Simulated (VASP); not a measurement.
# Be (Pm-3m) in VASP: further runs

The runs below take Be through single point, relaxation of cell and atoms, with PBEsol.

All numbers are computed with VASP 6.6.1; they aren't measurements. Logs are shortened: lines on timing, memory, paths and dates and some standing lists are left out, and cuts for length are marked.

### Step 1. The structure

The structure is cubic, space group Pm-3m (No. 221). Conventional cell: a = 2.165 Å, b = 2.165 Å, c = 2.165 Å, α = 90.00°, β = 90.00°, γ = 90.00°. Be (site symmetry m-3m) is surrounded by 6 Be at 2.17 Å.

The cell was built by a generator and needn't be a form met in nature.

### Step 2. Single point, PBEsol

Input file INCAR:

```
SYSTEM = Be
ALGO = Normal
EDIFF = 1E-6
ENCUT = 520
GGA = PS
ISIF = 2
ISMEAR = -1
LASPH = .True.
LCHARG = .False.
LREAL = .False.
LWAVE = .False.
NBANDS = 7
NELM = 100
PREC = Accurate
SIGMA = 0.1
```

Input file KPOINTS:

```
k-points
0
Gamma
  15 15 15
  0 0 0
```

Input file POSCAR:

```
Be
1.0
    2.1652747306      0.0000000000      0.0000000000
    0.0000000000      2.1652747306      0.0000000000
    0.0000000000      0.0000000000      2.1652747306
Be
1
Direct
    0.0000000000      0.0000000000      0.0000000000
```

Potentials or basis: VASP PAW PBE potentials, release 64 (Be).

On the command line:

```console
$ cat potpaw_PBE.64/Be/POTCAR > POTCAR
$ mpirun -np 1 vasp_std > vasp.out
```

OUTCAR:

```text
SYSTEM = Be
   EDIFF = 1E-6
   ENCUT = 520
   GGA = PS
   ISIF = 2
   ISMEAR = -1
   LASPH = .True.
   LREAL = .False.
   NELM = 100
   PREC = Accurate

 ion  position               nearest neighbor table
   1  0.000  0.000  0.000-

  LATTYP: Found a simple cubic cell.
 ALAT       =     2.1652747306

  Lattice vectors:

 A1 = (   2.1652747306,   0.0000000000,   0.0000000000)
 A2 = (   0.0000000000,   2.1652747306,   0.0000000000)
 A3 = (   0.0000000000,   0.0000000000,   2.1652747306)

Analysis of symmetry for initial positions (statically):
=====================================================================
 Subroutine PRICEL returns:
 Original cell was already a primitive cell.

 Routine SETGRP: Setting up the symmetry group for a
 simple cubic supercell.

 Subroutine GETGRP returns: Found 48 space group operations
 (whereof 48 operations were pure point group operations)
 out of a pool of 48 trial point group operations.

The static configuration has the point symmetry O_h .

Analysis of symmetry for dynamics (positions and initial velocities):
=====================================================================
 Subroutine PRICEL returns:
 Original cell was already a primitive cell.

 Routine SETGRP: Setting up the symmetry group for a
 simple cubic supercell.

 Subroutine GETGRP returns: Found 48 space group operations
 (whereof 48 operations were pure point group operations)
 out of a pool of 48 trial point group operations.

The dynamic configuration has the point symmetry O_h .

 Subroutine INISYM returns: Found 48 space group operations
 (whereof 48 operations are pure point group operations),
 and found     1 'primitive' translations

----------------------------------------------------------------------------------------

                                     Primitive cell

  volume of cell :      10.1517

  direct lattice vectors                    reciprocal lattice vectors
     2.165274731  0.000000000  0.000000000     0.461835159  0.000000000  0.000000000
     0.000000000  2.165274731  0.000000000     0.000000000  0.461835159  0.000000000
     0.000000000  0.000000000  2.165274731     0.000000000  0.000000000  0.461835159

  length of vectors
     2.165274731  2.165274731  2.165274731     0.461835159  0.461835159  0.461835159

  position of ions in fractional coordinates (direct lattice)
     0.000000000  0.000000000  0.000000000

[... 74 lines left out ...]
   NELM   =    100;   NELMIN=  2; NELMDL= -5     # of ELM steps
   EDIFF  = 0.1E-05   stopping-criterion for ELM
   LREAL  =      F    real-space projection
   EDIFFG = 0.1E-04   stopping-criterion for IOM
   NSW    =      0    number of steps for IOM
   IBRION =     -1    ionic relax: 0-MD 1-quasi-New 2-CG
   NFREE  =      0    steps in history (QN), initial steepest desc. (CG)
   ISIF   =      2    stress and relaxation
   ISYM   =      2    0-nonsym 1-usesym 2-fastsym
   POTIM  = 0.5000    time-step for ionic-motion
   TEBEG  =    0.0;   TEEND  =   0.0 temperature during run
   PSTRESS=    0.0 pullay stress
   NELECT =       2.0000    total number of electrons
   NUPDOWN=      -1.0000    fix difference up-down
   EMIN   =  10.00;   EMAX   =-10.00  energy-range for DOS
   EFERMI =   0.00;   METHOD = LEGACY
   ISMEAR =    -1;   SIGMA  =   0.10  broadening in eV -4-tet -1-fermi 0-gaus
   EFERMI_NEDOS =   21; number of points for ismear=-14 and -15
   IALGO  =     38    algorithm
   IMIX   =      4    mixing-type and parameters
     AMIX     =   0.40;   BMIX     =  1.00
     AMIX_MAG =   1.60;   BMIX_MAG =  1.00
  volume/ion in A,a.u.               =      10.15        68.51
  Fermi-wavevector in a.u.,A,eV,Ry     =   0.952588  1.800131 12.346254  0.907424
  Thomas-Fermi vector in A             =   2.081165
   LORBIT       =      0    0 simple, 1 ext, 2 COOP (PROOUT), +10 PAW based schemes
   GGA     = PS    functional components
   LHFCALC =     F    Hartree Fock is set to
   AEXX    =    0.0000 exact exchange contribution
   IVDW    =     0    specifies the selected vdW correction
   LEPSILON=     F    determine dielectric tensor
   LRPA    =     F    only Hartree local field effects (RPA)
 non-spin polarized calculation
  energy-cutoff  :      520.00
  volume of cell :       10.15
 maximum number of plane-waves:       289
   NGX =  9   NGY =  9   NGZ =  9

 number of electron       2.0000000 magnetization

 Free energy of the ion-electron system (eV)
  ---------------------------------------------------
  ext. energy  EPLUGINS =         0.00000000
  ---------------------------------------------------
  free energy    TOTEN  =        -2.98221829 eV

  energy without entropy =       -2.96912482  energy(sigma->0) =       -2.97567156

 E-fermi :   4.8934     XC(G=0):  -9.8017

 val. band max:        4.8612423636   @ k =   0.4667   0.2667   0.1333
 cond. band min:       4.9153710560   @ k =   0.4667   0.3333   0.2667
 fundamental gap:      0.0541286923
 Fermi energy:         4.8933522573

 k-point     1 :       0.0000    0.0000    0.0000
  band No.  band energies     occupation
      1      -4.8813      2.00000
      2      18.5072      0.00000
      3      18.5072      0.00000
      4      18.5072      0.00000
      5      24.1847      0.00000
      6      24.1847      0.00000
      7      33.0039      0.00000
[... 221 lines left out ...]
 k-point    24 :       0.3333    0.2000    0.0000
  band No.  band energies     occupation
      1      -1.1430      2.00000
      2       7.4030      0.00000
      3      15.5481      0.00000
      4      21.8447      0.00000
      5      24.6250      0.00000
      6      32.1370      0.00000
      7      37.3877      0.00000

 [... further k-points ...]

------------------------ aborting loop because EDIFF is reached ----------------------------------------

  FORCE on cell =-STRESS in cart. coord.  units (eV):
  Direction    XX          YY          ZZ          XY          YZ          ZX
  --------------------------------------------------------------------------------------
  -------------------------------------------------------------------------------------
  Total        0.0156483      0.0156483      0.0156483      0.0000000      0.0000000     -0.0000000
  in kB        2.4696682      2.4696682      2.4696682      0.0000000      0.0000000     -0.0000000
  external PRESSURE =       2.4696682 kB  Pullay stress =       0.0000000 kB

 VOLUME and BASIS-vectors are now :
 -----------------------------------------------------------------------------
  energy-cutoff  :      520.00
  volume of cell :       10.15
      direct lattice vectors                 reciprocal lattice vectors
     2.165274731  0.000000000  0.000000000     0.461835159  0.000000000  0.000000000
     0.000000000  2.165274731  0.000000000     0.000000000  0.461835159  0.000000000
     0.000000000  0.000000000  2.165274731     0.000000000  0.000000000  0.461835159

 POSITION                                       TOTAL-FORCE (eV/Angst)
 -----------------------------------------------------------------------------------
      0.00000      0.00000      0.00000         0.000000      0.000000      0.000000
 -----------------------------------------------------------------------------------
    total drift:                               -0.000000     -0.000000     -0.000000

  FREE ENERGIE OF THE ION-ELECTRON SYSTEM (eV)
  ---------------------------------------------------
  free  energy   TOTEN  =        -2.9822182869 eV

  energy  without entropy=       -2.9691248249  energy(sigma->0) =       -2.97567156
```

Wall time 2.3 s (1 thread of Intel Xeon Platinum 8488C (Sapphire Rapids), shared host); peak memory 0.11 GiB.

Results:

```
Free energy            : -2.9822 eV
Pressure               : 0.2 GPa
Band gap on the k mesh : none (metal or under the smearing width)
```

Levels at points of the mesh, in eV from the Fermi level:
| k point | band 1 | band 2 | band 3 | band 4 |
| --- | --- | --- | --- | --- |
| (0.00, 0.00, 0.00) | -9.77 | 13.61 | 13.61 | 13.61 |

Caveat: the PAW data sets were made with another functional, which shifts forces and pressure a little.

### Step 3. Relaxation of cell and atoms, PBEsol

This run uses another cell than the first one, of 8.76 Å³/atom, 0.863 times its volume.

Input file INCAR:

```
ALGO = Fast
EDIFF = 1E-7
EDIFFG = -0.01
ENCUT = 600
GGA = PS
IBRION = 2
ISIF = 3
ISMEAR = -1
LASPH = True
LCHARG = False
LREAL = False
LWAVE = False
NELM = 60
NSW = 80
PREC = Accurate
SIGMA = 0.1
```

Input file KPOINTS:

```
k-points
0
Gamma
  15 15 15
```

Input file POSCAR:

```
Be
1.0
    2.0615590750      0.0000000000      0.0000000000
    0.0000000000      2.0615590750      0.0000000000
    0.0000000000      0.0000000000      2.0615590750
Be
1
Direct
    0.0000000000      0.0000000000      0.0000000000
```

Potentials or basis: VASP PAW PBE potentials, release 64 (Be).

On the command line:

```console
$ cat potpaw_PBE.64/Be/POTCAR > POTCAR
$ mpirun -np 1 vasp_std > vasp.out
```

It took 4.5 s on 1 thread of Intel Xeon Platinum 8488C (Sapphire Rapids), shared host; peak memory 0.12 GiB.

It converged, with:

| Item | Value |
| --- | --- |
| Free energy | -2.9822 eV |
| Relaxed volume | 10.19 Å³/atom |
| Relaxed cell | a = 2.168 Å, b = 2.168 Å, c = 2.168 Å, α = 90.00°, β = 90.00°, γ = 90.00° |
| Space group after relaxing (to 0.05 Å) | Pm-3m (No. 221) |
| Energy gained by relaxing | 58.5 meV/atom |
| Ionic steps | 4 |
| Pressure after relaxing | 0.0 GPa |
| Band gap on the k mesh | none (metal or under the smearing width) |

Step by step:
```tsv
step	energy change (eV)	largest force (eV/Å)	pressure (GPa)	volume (Å³)
1	0.0000	0.0000	14.67	8.76
2	-0.0552	0.0000	2.96	9.82
3	-0.0584	0.0000	-0.39	10.24
4	-0.0585	0.0000	-0.01	10.19
```

Final structure:
```
CELL_PARAMETERS angstrom
2.16780 0.00000 0.00000
0.00000 2.16780 0.00000
0.00000 0.00000 2.16780
ATOMIC_POSITIONS crystal
Be 0.00000 0.00000 0.00000
```

Levels at points of the mesh, in eV from the Fermi level:
```
           k point  band 1  band 2  band 3  band 4
(0.00, 0.00, 0.00)   -9.75   13.58   13.58   13.58
```

Caveat: the volume moved by over 15 % at a fixed basis, so the end points are rough; the PAW data sets were made with another functional, which shifts forces and pressure a little.
